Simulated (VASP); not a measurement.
Here is a VASP 6.6.1 calculation.

INCAR

```
SYSTEM = In
ALGO = Normal
EDIFF = 1E-6
EDIFFG = -0.01
ENCUT = 600
GGA = PE
IBRION = 2
ISIF = 3
ISMEAR = -1
IVDW = 12
LASPH = .TRUE.
LCHARG = .FALSE.
LREAL = .FALSE.
LWAVE = .FALSE.
NELM = 100
NSW = 60
PREC = Accurate
SIGMA = 0.05
```

KPOINTS

```
k-points
0
G
  10 10 10
  0 0 0
```

File POSCAR:

```
In
1.0
   -1.6254700000      1.6254700000      2.4737000000
    1.6254700000     -1.6254700000      2.4737000000
    1.6254700000      1.6254700000     -2.4737000000
In
1
Direct
    0.0000000000      0.0000000000      0.0000000000
```

Potentials or basis: VASP PAW PBE potentials, release 64 (In_d).

Command:

```console
$ cat potpaw_PBE.64/In_d/POTCAR > POTCAR
$ mpirun -np 1 vasp_std > vasp.out
```

(1) Predict the space group after relaxing (to 0.05 Å).

(2) Predict the band gap on the k mesh.

Answers

(1) Fm-3m (No. 225).

(2) none (metal or under the smearing width).
